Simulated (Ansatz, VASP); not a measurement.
**One calculation of Sn, two programs**

```
Sn
1.0
     2.80362    0.00000    0.00000
     0.00000    2.80362    0.00000
     0.00000    0.00000    2.80362
Sn
1
Direct
  0.00000 0.00000 0.00000
```

Alike in both runs: functional PBEsol; k mesh 13 × 13 × 13; occupations fermi-dirac, width 0.05 eV; no spin polarisation.

Ansatz relaxed the structure, and its values are those at the end. VASP's run is a single point on that final structure, the one shown.

```csv
,VASP,Ansatz
version,VASP 6.6.1,Ansatz 0.2.0
potentials or method,"VASP PAW PBE potentials, release 64 (Sn_d)","PAW with Ansatz's default frozen-core files, scalar-relativistic"
plane-wave cutoff (eV),520,420
valence electrons in the cell,14,14
```

```csv
,VASP,Ansatz,Ansatz less VASP
pressure (GPa),22.9,23.0,+0.07
```

With one functional, cell and mesh, what is left measures potentials, basis and numerics.

Caveats: so large a pressure means that the cell lies far from this level's equilibrium, or that cutoff or potentials fall short (VASP); the potentials were made for another functional, which shifts forces and pressure (VASP).
